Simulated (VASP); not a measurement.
Runs of VASP 6.6.1 on CdO (Monteponite). It takes space group Fm-3m (No. 225, cubic). Conventional cell: a = 4.695 Å, b = 4.695 Å, c = 4.695 Å, α = 90.00°, β = 90.00°, γ = 90.00°. Cd (site symmetry m-3m) has 6 O at 2.35 Å as nearest neighbours. Around O (site symmetry m-3m) lie 6 Cd at 2.35 Å. 

```csv
task,level,k mesh,grid for exact exchange (PRECFOCK),exchange at q = 0,screening parameter,mesh quality,gap on the mesh (eV),pressure (GPa)
single point,PBE0,4 × 4 × 4,Fast,default,-,coarse,1.67,(b)
band structure,SCAN,8 × 8 × 8,-,-,-,not flagged,-,2.0
band structure,HSE06,4 × 4 × 4,Normal,-,0.2 1/A,coarse,(a),2.6
single point,SCAN,8 × 8 × 8,-,-,-,not flagged,none,2.0
```

Alike in all rows: potentials or basis VASP PAW PBE potentials, release 64 (Cd, O); no spin polarisation; cell as given; cutoff (eV) 520; smearing gaussian 0.02 eV.

Problem. Estimate the missing entries.

Solution. (a) 0.94; (b) 2.3.

Caveats: some runs use coarse meshes; the PAW data sets were made with another functional, which shifts forces and pressure a little; this crystal is a semiconductor, whose small gap the functional closes, so the metal is an error of the method (some runs).

A k mesh can miss the band edges, and the runs leave out spin-orbit coupling on Cd.

A gap of «none» marks a metal or a gap under the smearing width.

Runs at the PBE level aren't shown here.
